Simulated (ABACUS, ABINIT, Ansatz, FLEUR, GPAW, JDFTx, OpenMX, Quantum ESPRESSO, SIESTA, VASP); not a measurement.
**KF: programs and potentials compared**

```xyz
2
Lattice="0.0000 2.6719 2.6719 2.6719 0.0000 2.6719 2.6719 2.6719 0.0000" Properties=species:S:1:pos:R:3 pbc="T T T"
K    -0.0248    0.0277   -0.0214
F     2.6824    2.7193    2.6379
```

Atoms were shifted at random by some hundredths of an Å from the given cell, which wasn't relaxed again for these runs.

Alike in all runs: task single point; functional PBE; k mesh 9 × 9 × 9; occupations fermi-dirac, width 0.05 eV; no spin polarisation; no spin-orbit coupling. Pressure is positive in compression and, in plane waves, holds the error of the finite cutoff, which Ansatz's Pulay term estimates and takes out.

| program and potentials | plane-wave cutoff (eV) | notes | pressure (GPa) | largest force (eV/Å) | energy over the undisturbed cell (meV/atom) |
| --- | --- | --- | --- | --- | --- |
| FLEUR, all-electron, FLAPW | - | - | - | 0.070 | - |
| SIESTA, files PseudoDojo sr-pbe-0.4.1-standard, DZP (energy shift 0.003 Ry; two zetas on semicore shells; d shell added on K) | - | atomic basis | 0.91 | 0.073 | 0.78 |
| Ansatz, all-electron LAPW, scalar-relativistic | - | - | 1.41 | 0.068 | - |
| Quantum ESPRESSO, SSSP 1.3 efficiency PBE | 816 | - | 1.38 | 0.068 | 0.72 |
| Ansatz, Ansatz PAW (earlier soft set) | 420 | Pulay term of +0.17 GPa included | 1.41 | 0.068 | 0.72 |
| JDFTx, PseudoDojo-SR-PBE-0.5-standard | 1143 | - | 1.31 | - | 0.71 |
| VASP, PBE PAW files F, K_sv, 520 eV | 520 | - | 1.45 | 0.070 | - |
| ABINIT, JTH PAW PBE v2.0 | 626 | - | 1.49 | 0.070 | 0.70 |
| ABACUS, PseudoDojo NC SR 0.4.1 PBE standard, plane waves | 1143 | - | 1.31 | 0.067 | 0.71 |
| GPAW, GPAW PAW data sets (gpaw-data 1.2.1) | 800 | - | 0.59 | 0.068 | 0.72 |
| OpenMX, OpenMX 2013 PBE set, K10.0-s3p2d1, F6.0-s2p2d1, grid cutoff 400 Ry | - | atomic basis | 1.29 | 0.063 | 1.20 |

Force on atom 2 (F), eV/Å:

| program and potentials | x | y | z |
| --- | --- | --- | --- |
| FLEUR, all-electron, FLAPW | -0.058 | -0.033 | 0.021 |
| SIESTA, files PseudoDojo sr-pbe-0.4.1-standard, DZP (energy shift 0.003 Ry; two zetas on semicore shells; d shell added on K) | -0.063 | -0.032 | 0.020 |
| Ansatz, all-electron LAPW, scalar-relativistic | -0.056 | -0.031 | 0.020 |
| Quantum ESPRESSO, SSSP 1.3 efficiency PBE | -0.057 | -0.031 | 0.020 |
| Ansatz, Ansatz PAW (earlier soft set) | -0.056 | -0.031 | 0.020 |
| VASP, PBE PAW files F, K_sv, 520 eV | -0.059 | -0.033 | 0.021 |
| ABINIT, JTH PAW PBE v2.0 | -0.057 | -0.034 | 0.022 |
| ABACUS, PseudoDojo NC SR 0.4.1 PBE standard, plane waves | -0.056 | -0.031 | 0.020 |
| GPAW, GPAW PAW data sets (gpaw-data 1.2.1) | -0.057 | -0.032 | 0.020 |
| OpenMX, OpenMX 2013 PBE set, K10.0-s3p2d1, F6.0-s2p2d1, grid cutoff 400 Ry | -0.051 | -0.029 | 0.006 |

The pressure spans 0.59 (GPAW, GPAW PAW data sets (gpaw-data 1.2.1)) to 1.49 GPa (ABINIT, JTH PAW PBE v2.0), with all-electron results at 1.41. Rows in atomic bases carry the error of their basis and grid, which can be large.

The functional is the same throughout but for its coding, so the spread measures potentials, basis and numerics; runs on potential files found faulty are left out.
